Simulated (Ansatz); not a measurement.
**Bi: stress in a strained cell**

Aim: deform Bi (equal xy, yz and zx engineering shear strains of +2 %) and compute stress, forces and field gradients with LAPW, PAW and all-electron datasets made for the crystal.

Program: Ansatz 0.2.0. Level of theory: DFT PBE, scalar-relativistic. These are calculated values, not measurements.

## 1. The system as given

Symmetry: R-3m, No. 166, trigonal system. Conventional cell: a = 4.546 Å, b = 4.546 Å, c = 11.862 Å, α = 90.00°, β = 90.00°, γ = 120.00°. Bi (site symmetry 3m) is surrounded by 6 Bi at 3.07 to 3.53 Å.

As a file:

```cif
data_structure
_symmetry_space_group_name_H-M 'P 1'
_symmetry_Int_Tables_number 1
_cell_length_a 4.7458
_cell_length_b 4.7458
_cell_length_c 4.7458
_cell_angle_alpha 57.233
_cell_angle_beta 57.233
_cell_angle_gamma 57.233
_cell_volume 70.77
loop_
_atom_site_label
_atom_site_type_symbol
_atom_site_fract_x
_atom_site_fract_y
_atom_site_fract_z
_atom_site_occupancy
Bi1 Bi 0.23389 0.23389 0.23389 1
Bi2 Bi 0.76611 0.76611 0.76611 1
```

Atoms are numbered in the order of the input: Bi1, Bi2.

## 2. The deformed structure

Space group R-3m before, P-1 after.

## 3. All-electron LAPW

File input.yaml:

```yaml
crystal:
  lattice:
    - [2.3256628482, 1.374586973, 3.9898531666]
    - [-2.2203365086, 1.3291269794, 3.944393173]
    - [0.0132936605, -2.5850939523, 3.9277536605]
  atoms:
    - { symbol: Bi, position: [0.23389, 0.23389, 0.23389] }
    - { symbol: Bi, position: [0.76611, 0.76611, 0.76611] }
kpoints:
  mp_grid: { grid: [11, 11, 11] }
  band_path:
    path:
      - [0.0, 0.0, 0.0]
      - [-0.5, -0.5, -0.5]
      - [0.5, 0.0, 0.0]
      - [0.0, 0.0, 0.0]
      - [0.0, 0.0, 0.5]
      - [0.0, -0.5, 0.0]
      - [0.0, 0.0, 0.0]
      - [0.5, 0.0, 0.5]
      - [-0.5, -0.5, 0.0]
    npoints: 5
scf:
  occupations: { method: fermi_dirac, width: 0.03 }
hamiltonian:
  xc: pbe
  pseudopotentials: { kind: all_electron, lapw: { basis_error: 0.00025 } }
output:
  forces: true
  stress: true
  eigenvalues: true
```

Command:

```bash
> ansatz run input.yaml --threads 1 --pin off --max-ram 3072MiB --backend cpu --events-out ev --progress --plain --runs-dir out
```

Output, shortened:

```text
LAPW: plane waves up to 8.102 Å⁻¹, error target 2.5e-4 eV per atom; small_component_spin mean_spin; Bi in spheres of 1.527 Å, 37 of its electrons in bands, Dirac shells []
[...]
Pseudopotentials: kind: all_electron
Pseudopotential: Bi, LAPW, valence charge 37, Koelling and Harmon's equation, gaussian nucleus
Functional definition: PBE
[...]
Crystal: 2 atoms, lattice volume = 70.745 Å³
Basis set: ecut = 250.0716129833173 eV, 637 PW (Γ), FFT grids on a1−a2, a2−a3, a3, exchange–correlation at level 2
Bands: 45, of which v1, the nominal top of the filled ones, is band 37 counted from 1 (36 counted from 0)
Symmetry: 2 space group operations
Space group: P-1 (ITA 2), of the structure as read, at distance tolerance 4.1e-5 Å
k-points: 666 of 1331
[...]
SCF iter   1: F=—  HF=-1171411.936382 eV  |F-HF|=—  |Δ(HF+E_count)|=         —  Δρ=8.95e-3  dr2=5.33e-2  ethr=7.17e-5  ⟨swp⟩=3.0  Hψ=187744  notcnv=0
[...]
the basis was enlarged: its passes take 316.1 KiB over the memory plan, 1 of 1 planned eigensolver slots
[...]
SCF iter   7: F=-1171411.937348 eV  HF=-1171411.937348 eV  |F-HF|=3.38e-8  |Δ(HF+E_count)|=   1.66e-7  Δρ=6.27e-6  dr2=2.61e-8  ethr=9.00e-10  ⟨swp⟩=3.0  Hψ=90345  notcnv=0
[...]
NSCF: frozen V_eff on 41 k-points
SCF converged after 7 iterations
Free energy (F): -1171411.937348 eV
[...]
E sigma→0 (E₀):  -1171411.937076 eV
Entropy (-TS):   -0.000544 eV (-0.272 meV/atom)
Fermi energy:    13.260154 eV
[...]
--- Forces (eV/Å), atoms counted from 1 ---
  atom   1  Bi    -0.05814531    -0.11954916     0.19077628
  atom   2  Bi     0.05814531     0.11954916    -0.19077628
[...]
--- Stress (GPa, compression-positive) ---
        2.283002      -0.135013      -0.436926
       -0.135013       1.296716      -0.913589
       -0.436926      -0.913589       1.904122
  P = ⅓ Tr σ = 1.8279 GPa (18.279 kbar)
--- Band table (eV; the first three rows and the last of 666) ---
[...]
```

Run time: 4.7 min. Hardware: 1 thread of Intel Xeon Platinum 8488C (Sapphire Rapids), shared host; peak memory 2.7 GiB.

Read from it: pressure 1.83 GPa; no gap; largest force 0.233 eV/Å.

## 4. Frozen-core PAW

File input.yaml:

```yaml
crystal:
  lattice:
    - [2.3256628482, 1.374586973, 3.9898531666]
    - [-2.2203365086, 1.3291269794, 3.944393173]
    - [0.0132936605, -2.5850939523, 3.9277536605]
  atoms:
    - { symbol: Bi, position: [0.23389, 0.23389, 0.23389] }
    - { symbol: Bi, position: [0.76611, 0.76611, 0.76611] }
kpoints:
  mp_grid: { grid: [11, 11, 11] }
scf:
  occupations: { method: fermi_dirac, width: 0.03 }
hamiltonian:
  xc: pbe
  pseudopotentials: { kind: paw }
output:
  forces: true
  stress: true
  eigenvalues: true
  efg: { contact_densities: true }
  write_density: true
  write_potential: true
  elf: true
  volumetric_format: npy
```

Command:

```bash
> ansatz run input.yaml --threads 1 --pin off --max-ram 3072MiB --backend cpu --events-out ev --progress --plain --runs-dir out
```

Output, shortened:

```text
Bi: output.efg is read without spin–orbit coupling, which moves field gradients at and beside such atoms by some per cent and up to a factor of two; PAW files take it under magnetization.noncollinear and magnetization.spin_orbit
[...]
Pseudopotentials: kind: paw
Pseudopotential: Bi, paw, valence charge 15, recommended cutoff 420 eV (normal)
[... 1 set-up line as earlier in the session ...]
[...]
Crystal: 2 atoms, lattice volume = 70.745 Å³
Basis set: ecut = 420 eV, 1373 PW (Γ), exchange–correlation on 72×64×64 points (8 copies of the dense FFT grid, shifted against one another)
Bands: 19, of which v1, the nominal top of the filled ones, is band 15 counted from 1 (14 counted from 0)
[... 2 set-up lines as earlier in the session ...]
k-points: 666 of 1331
[...]
  atom   1  Bi    -0.05818917    -0.11947342     0.18964896
  atom   2  Bi     0.05818917     0.11947342    -0.18964896
[...]
--- Stress (GPa, compression-positive) ---
        2.265355      -0.135300      -0.437108
       -0.135300       1.280235      -0.913174
       -0.437108      -0.913174       1.888374
  P = ⅓ Tr σ = 1.8113 GPa (18.113 kbar)
--- PAW observables at the nuclei: V_zz in 10²¹ V/m², potentials from the cell's mean, atoms counted from 1 ---
  atom   1  Bi V_zz =    -4.844051   η = 0.7858   by run symmetry: allowed
            electrostatic potential = -17830.696719 V   contact ρ = 17906341.146239 e/Å³
  atom   2  Bi V_zz =    -4.844051   η = 0.7858   by run symmetry: allowed
            electrostatic potential = -17830.696719 V   contact ρ = 17906341.146239 e/Å³
--- Band table (eV; the first three rows and the last of 666) ---
  k-point 0: bands = ["-13.2934", "-13.2756", "-13.1386", "-13.1330", "-13.1166", "-12.9526", "-12.9442", "-12.9374", "-12.8274", "-12.8103", "-3.4058", "2.1927", "8.1716", "8.2771", "8.6172", "12.1005", "12.4947", "12.7422", "15.2191"]
[...]
```

It took 47 s on 1 thread of Intel Xeon Platinum 8488C (Sapphire Rapids), shared host; peak memory 0.94 GiB.

Read from it: pressure 1.81 GPa; no gap; largest force 0.232 eV/Å; Vzz Bi1 -4.84 (η = 0.79) (10²¹ V/m²).

Density in a lattice plane of the grid's cell (edges 4.82 and 4.70 Å, at 0.234 of the third edge), which holds Bi.

Ten even steps from ' ' (0.04 e/Å³) to '@' (7.71 e/Å³):
```
                                                
                                                
                                                
                                                
                                                
                                                
                                                
                                                
                                                
                                                
  ..........                                    
  ..::------::..                                
  ::==++****==--..                              
  ::==**%%%%##++--..                            
  ..--**%%@@@@%%++--..                          
    ::==##%%@@%%##==::                          
      ::==**####**++::..                        
        ..--==++++==::..                        
          ..::::::::....                        
                ....                            
```
Columns run along the first of these edges and rows up along the second, over one cell in 24 and 20 even steps from the bottom left corner. Atoms in the plane (fractional): Bi at (0.23, 0.23).

ELF in the same plane.

Ten even steps from ' ' (0.07) to '@' (0.48):
```
::--==++**##########%%%%%%%%##++--..        ....
..::::--==++**######%%%%%%##**==::..          ..
  ......::--==++**########**++==::..            
          ..::--==++++****++++--::..            
              ..::--====++++==--::....          
::::....          ..::--======----::::......::::
======----....      ..::----====------------====
########**++--::..  ....::----============++**##
%%%%@@@@@@%%##++--........::----======++**####%%
%%%%@@@@@@@@@@@@##==::......::::--==++++**##%%%%
%%@@@@@@@@@@@@@@@@%%++--........::--==++**##%%%%
%%%%##****##%%@@@@@@%%**--..  ....::--++**######
%%%%**--::::++##@@@@@@%%**--..    ..::--++######
%%%%++..      --##@@@@@@%%++::      ..::==**####
##%%**::  ----  --##@@@@@@##==..      ..--++**##
##%%%%++....--  ..++%%@@@@%%**--        ::--++##
####%%##++::    ..==%%@@@@@@##==..      ..::==**
**######%%**==--==**%%@@@@@@%%++::      ..::--==
++**######%%%%####%%@@@@%%%%%%++--..      ..::--
--==**########%%%%%%%%%%%%%%##++--..      ....::
```
Columns run along the first of these edges and rows up along the second, over one cell in 24 and 20 even steps from the bottom left corner. Atoms in the plane (fractional): Bi at (0.23, 0.23).

Both are smooth fields of the valence electrons: close to the nuclei they are not physical.

Outside the cores ELF peaks at 0.51 on the Bi–Bi line, 1.5 Å from Bi; 0.50 beside Bi, off the lines to its neighbours, 1.3 Å from Bi.

## 5. All-electron PAW on datasets made for the crystal

input.yaml: that of step 4 with these lines changed.

```diff
@@ -14,3 +14,3 @@
   xc: pbe
-  pseudopotentials: { kind: paw }
+  pseudopotentials: { kind: all_electron, datasets: crystal }
 output:
@@ -20,5 +20 @@
   efg: { contact_densities: true }
-  write_density: true
-  write_potential: true
-  elf: true
-  volumetric_format: npy
```

Command:

```bash
> ansatz run input.yaml --threads 1 --pin off --max-ram 3072MiB --backend cpu --events-out ev --progress --plain --runs-dir out
```

Output, shortened:

```text
[...]
Bi: output.efg is read without spin–orbit coupling, which moves field gradients at and beside such atoms by some per cent and up to a factor of two; PAW files take it under magnetization.noncollinear and magnetization.spin_orbit
[...]
[... 1 set-up line as earlier in the session ...]
Pseudopotential: Bi, paw, valence charge 15, recommended cutoff 260 eV (normal), Koelling and Harmon's equation, gaussian nucleus
[... 1 set-up line as earlier in the session ...]
[...]
Crystal: 2 atoms, lattice volume = 70.745 Å³
Basis set: ecut = 260 eV, 667 PW (Γ), exchange–correlation on 54×50×50 points (8 copies of the dense FFT grid, shifted against one another)
Bands: 19, of which v1, the nominal top of the filled ones, is band 15 counted from 1 (14 counted from 0)
[... 2 set-up lines as earlier in the session ...]
k-points: 666 of 1331
[...]
  atom   1  Bi    -0.05816636    -0.11956667     0.19078228
  atom   2  Bi     0.05816636     0.11956667    -0.19078228
[...]
--- Stress (GPa, compression-positive) ---
        2.283320      -0.134954      -0.436953
       -0.134954       1.296908      -0.913643
       -0.436953      -0.913643       1.904304
  P = ⅓ Tr σ = 1.8282 GPa (18.282 kbar)
--- PAW observables at the nuclei: V_zz in 10²¹ V/m², potentials from the cell's mean, atoms counted from 1 ---
  atom   1  Bi V_zz =    -4.835526   η = 0.7879   by run symmetry: allowed
            electrostatic potential = -17830.627525 V   contact ρ = 17893843.623270 e/Å³
  atom   2  Bi V_zz =    -4.835526   η = 0.7879   by run symmetry: allowed
            electrostatic potential = -17830.627525 V   contact ρ = 17893843.623270 e/Å³
--- Band table (eV; the first three rows and the last of 666) ---
  k-point 0: bands = ["-9.6718", "-9.6536", "-9.5164", "-9.5109", "-9.4949", "-9.3310", "-9.3219", "-9.3156", "-9.2055", "-9.1889", "0.2180", "5.8162", "11.7950", "11.9007", "12.2409", "15.7243", "16.1183"]
[...]
```

Wall time 72 s (1 thread of Intel Xeon Platinum 8488C (Sapphire Rapids), shared host); peak memory 1.8 GiB.

Result: pressure 1.83 GPa; no gap; largest force 0.233 eV/Å; Vzz Bi1 -4.84 (η = 0.79) (10²¹ V/m²).

## 6. Stress and forces compared

Stress (GPa, compression positive):

```
          method    xx    yy    zz     yz     xz     xy
            LAPW  2.28  1.30  1.90  -0.91  -0.44  -0.14
             PAW  2.27  1.28  1.89  -0.91  -0.44  -0.14
crystal datasets  2.28  1.30  1.90  -0.91  -0.44  -0.13
```

Forces (eV/Å):

```
atom  LAPW x  LAPW y  LAPW z   PAW x   PAW y   PAW z  crystal datasets x  crystal datasets y  crystal datasets z
 Bi1  -0.058  -0.120   0.191  -0.058  -0.119   0.190              -0.058              -0.120               0.191
 Bi2   0.058   0.120  -0.191   0.058   0.119  -0.190               0.058               0.120              -0.191
```

| method | pressure (GPa) | largest force (eV/Å) | Vzz Bi1 (10²¹ V/m²) | SCF cycles, all passes |
| --- | --- | --- | --- | --- |
| LAPW | 1.83 | 0.233 | – | 7 |
| PAW | 1.81 | 0.232 | -4.84 | 6 |
| crystal datasets | 1.83 | 0.233 | -4.84 | 9 |

## 7. What came out

| quantity | value |
| --- | --- |
| pressure | LAPW 1.83, PAW 1.81, crystal datasets 1.83 GPa |
| largest shear or deviatoric stress (LAPW) | 0.91 GPa |

What this shows: The largest part of the stress beyond the pressure is 0.91 GPa in size, in the yz component; the atoms are carried along and not relaxed. No run of the undeformed cell stands beside it, so the pressure holds what the given cell had before the change. PAW: stress within 0.02 GPa of LAPW, forces within 1 meV/Å. Crystal datasets: stress within 0.01 GPa of LAPW, forces within 1 meV/Å. Spin-orbit coupling is left out, though the cell holds Bi; in elements this heavy it can shift bands and gaps by tenths of an eV.
